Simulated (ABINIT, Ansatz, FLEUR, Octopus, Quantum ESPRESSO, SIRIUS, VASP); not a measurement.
**Ni: 8 runs at one level of theory**

```xyz
1
Lattice="0.0000 1.7376 1.7376 1.7376 0.0000 1.7376 1.7376 1.7376 0.0000" Properties=species:S:1:pos:R:3 pbc="T T T"
Ni    0.0000    0.0000    0.0000
```

Alike in all runs: task single point; functional PBEsol; k mesh 13 × 13 × 13; occupations fermi-dirac, width 0.05 eV; collinear spin, ferromagnetic start; no spin-orbit coupling. Pressure is positive in compression and, in plane waves, holds the error of the finite cutoff, which Ansatz's Pulay term estimates and takes out.

```json
{"program and potentials": "Ansatz, Ansatz PAW", "plane-wave cutoff (eV)": "420", "notes": "potentials made for PBE, which Ansatz adapts in part; 18 valence electrons an atom on average; Pulay term of +0.05 GPa included", "pressure (GPa)": "-2.39", "net moment per atom (μB)": "0.63"}
{"program and potentials": "VASP, PBE PAW files Ni, 520 eV", "plane-wave cutoff (eV)": "520", "notes": "potentials made for PBE; 10 valence electrons an atom on average", "pressure (GPa)": "-2.41", "net moment per atom (μB)": "0.62"}
{"program and potentials": "ABINIT, PseudoDojo NC SR PBEsol v0.4.1 standard", "plane-wave cutoff (eV)": "1333", "notes": "18 valence electrons an atom on average", "pressure (GPa)": "-2.44", "net moment per atom (μB)": "0.63"}
{"program and potentials": "Octopus, pseudodojo_pbesol (PseudoDojo 0.4, PBEsol)", "plane-wave cutoff (eV)": "-", "notes": "18 valence electrons an atom on average", "pressure (GPa)": "-", "net moment per atom (μB)": "0.63"}
{"program and potentials": "SIRIUS, PseudoDojo 0.4.1 PBEsol standard (scalar relativistic)", "plane-wave cutoff (eV)": "1333", "notes": "18 valence electrons an atom on average", "pressure (GPa)": "-2.43", "net moment per atom (μB)": "0.63"}
{"program and potentials": "FLEUR, all-electron, FLAPW", "plane-wave cutoff (eV)": "-", "notes": "-", "pressure (GPa)": "-", "net moment per atom (μB)": "0.63"}
{"program and potentials": "Quantum ESPRESSO, GBRV 1.5 PBEsol", "plane-wave cutoff (eV)": "612", "notes": "18 valence electrons an atom on average", "pressure (GPa)": "-2.64", "net moment per atom (μB)": "0.64"}
{"program and potentials": "Ansatz, all-electron LAPW, scalar-relativistic", "plane-wave cutoff (eV)": "-", "notes": "-", "pressure (GPa)": "-2.40", "net moment per atom (μB)": "0.63"}
```

The pressure spans -2.64 (Quantum ESPRESSO, GBRV 1.5 PBEsol) to -2.39 GPa (Ansatz, Ansatz PAW), with all-electron results at -2.40. The net moment per atom spans 0.62 (VASP, PBE PAW files Ni, 520 eV) to 0.64 μB (Quantum ESPRESSO, GBRV 1.5 PBEsol), with all-electron results at 0.63. The state is the one that the start led to, which needn't be the lowest.

The functional is the same throughout but for its coding, so the spread measures potentials, basis and numerics; runs on potential files found faulty are left out.
